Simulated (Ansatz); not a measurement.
Input and output of a one-shot G0W0 calculation on HfS₂ (P-3m1) from a database of computed structures (Ansatz, G0W0@PBE with 497 empty bands, a screening cutoff of 220 eV and a 6×6×4 mesh, norm-conserving potentials). The cell was relaxed beforehand with r2SCAN+rVV10.

input.yaml:
```yaml
crystal:
  lattice:
    - [3.6302450488, 0.0, 0.0]
    - [-1.8151225244, 3.1438844342, 0.0]
    - [0.0, 0.0, 5.8787062851]
  atoms:
    - { symbol: Hf, position: [0.0, 0.0, 0.0] }
    - { symbol: S, position: [0.6666666667, 0.3333333333, 0.7553800774] }
    - { symbol: S, position: [0.3333333333, 0.6666666667, 0.2446199226] }
kpoints:
  mp_grid: { grid: [6, 6, 4] }
hamiltonian:
  xc: pbe
  pseudopotentials: { kind: nc }
scf:
  occupations: { method: fixed }
gw:
  n_empty_bands: 497
  ecut_chi: 220
  qp_bands: [v2, c2]
  qp_kpoints: band_edges
  screening: { model: contour_deformation }
```

Wall time 100 s on 1 × NVIDIA H100 80GB HBM3 with 2 threads of AMD EPYC 7R13 Processor (Zen 3) (shared host), load about 0.8 per core; peak host memory 2.9 GiB.

The output, standing remarks left out:
```
Functional definition: PBE
Crystal: 3 atoms, lattice volume = 67.094 Å³
Basis set: ecut = 789.130201 eV, 3393 PW (Γ)
Bands: 16, of which v1, the nominal top of the filled ones, is band 12 counted from 1 (11 counted from 0)
Symmetry: 12 space group operations
Space group: P-3m1 (ITA 164)
k-points: 24 of 144
Free energy (F): -2138.623190 eV
Fermi energy:    7.285337 eV
--- G₀W₀: contour deformation, 7 samples at zero and on the imaginary axis and 1 off it, 144 q-points, 497 empty bands' worth ---
    ik  band        ε_KS         Σx   Σc(E_QP)       V_xc       Z   E_QP_lin       E_QP  E_QP is
     0    11      7.1740   -18.3773     1.5249   -16.1163  0.7481     6.4276     6.4380  root
     0    12      7.2853   -18.0834     1.5962   -15.7579  0.7421     6.5451     6.5561  root
     0    13      9.2446   -10.7053    -4.9222   -15.9112  0.7543     9.5301     9.5283  root
     0    14      9.2446   -10.7053    -4.9222   -15.9112  0.7543     9.5301     9.5283  root
     1    11      7.1070   -18.3269     1.5530   -16.0355  0.7474     6.3578     6.3686  root
     1    12      7.1070   -18.3269     1.5530   -16.0355  0.7474     6.3578     6.3686  root
     1    13      9.2230   -10.6601    -4.9091   -15.8506  0.7548     9.5061     9.5043  root
     1    14      9.2230   -10.6601    -4.9091   -15.8506  0.7548     9.5061     9.5043  root
     2    11      7.0413   -18.2824     1.5826   -15.9584  0.7466     6.2888     6.3000  root
     2    12      7.0413   -18.2824     1.5826   -15.9584  0.7466     6.2888     6.3000  root
     2    13      9.2010   -10.6147    -4.8956   -15.7896  0.7553     9.4818     9.4802  root
     2    14      9.2010   -10.6147    -4.8956   -15.7896  0.7553     9.4818     9.4802  root
     3    11      6.5649   -17.9607     1.5496   -15.6919  0.7441     5.8345     5.8459  root
     3    12      7.1964   -18.2010     1.6580   -15.8218  0.7400     6.4642     6.4752  root
     3    13      9.1354   -10.4201    -4.6837   -15.3459  0.7550     9.3788     9.3776  root
     3    14      9.9928   -11.0446    -5.1005   -16.4022  0.7385    10.2517    10.2499  root
     4    11      6.6143   -17.9713     1.5132   -15.7425  0.7448     5.8878     5.8988  root
     4    12      6.8602   -17.9951     1.7492   -15.5110  0.7384     6.1124     6.1253  root
     4    13      9.1088   -10.3537    -4.7064   -15.3047  0.7558     9.3546     9.3533  root
     4    14      9.9867   -11.0617    -5.0680   -16.3817  0.7389    10.2404    10.2387  root
     5    11      6.2529   -17.6762     2.0419   -14.8742  0.7304     5.4753     5.4927  root
     5    12      6.4948   -17.8834     1.5776   -15.5828  0.7432     5.7601     5.7719  root
     5    13      9.0826   -10.3415    -4.6580   -15.2348  0.7571     9.3190     9.3179  root
     5    14      9.9975   -11.0826    -5.0915   -16.4294  0.7382    10.2545    10.2527  root
     7    11      6.0022   -18.1261     1.9684   -15.3842  0.7362     5.2126     5.2287  root
     7    12      6.2062   -17.6973     1.9729   -14.9955  0.7278     5.4619     5.4773  root
     7    13      8.6768   -10.2561    -4.3203   -14.7700  0.7585     8.8710     8.8703  root
     7    14     10.8692   -11.1557    -5.7024   -17.1515  0.7225    11.1653    11.1626  root
     8    11      6.1570   -18.2278     1.8856   -15.5751  0.7390     5.3752     5.3899  root
     8    12      6.6577   -18.1881     1.8416   -15.6091  0.7354     5.9070     5.9204  root
     8    13      8.5776    -9.9826    -4.3725   -14.5591  0.7609     8.7823     8.7816  root
     8    14     10.8861   -11.2232    -5.6686   -17.1847  0.7232    11.1816    11.1790  root
     9    11      6.1335   -18.2210     1.9018   -15.5490  0.7389     5.3482     5.3632  root
     9    12      6.3281   -18.0092     2.0513   -15.1993  0.7305     5.5528     5.5695  root
     9    13      8.5663    -9.9352    -4.3616   -14.4965  0.7621     8.7666     8.7659  root
     9    14     10.9465   -11.3337    -5.7456   -17.3707  0.7190    11.2404    11.2378  root
  […]
```

The points are ik 0 = (0, 0, 0) (Γ), ik 1 = (0, 0, 1/4), ik 2 = (0, 0, -1/2), ik 3 = (0, 1/6, 0), ik 4 = (0, 1/6, 1/4), ik 5 = (0, 1/6, -1/2), ik 7 = (0, 1/3, 0), ik 8 = (0, 1/3, 1/4), ik 9 = (0, 1/3, -1/2), ik 10 = (0, 1/3, -1/4), ik 11 = (0, -1/2, 0), ik 12 = (0, -1/2, 1/4); band 12 is the last filled one.

The quasiparticle gap on this mesh is 1.98 eV (Γ to k = (0, -1/2, -1/2)), against 1.07 eV from PBE: +0.91 eV. Renormalisation factors Z lie between 0.70 and 0.76. G0W0 here is at a finite number of bands, screening cutoff and k mesh, not at the basis limit.

(Simulation; spin polarisation is off.)

No spin-orbit coupling is included; it can move band edges with weight on the heavy atoms by tenths of an eV.
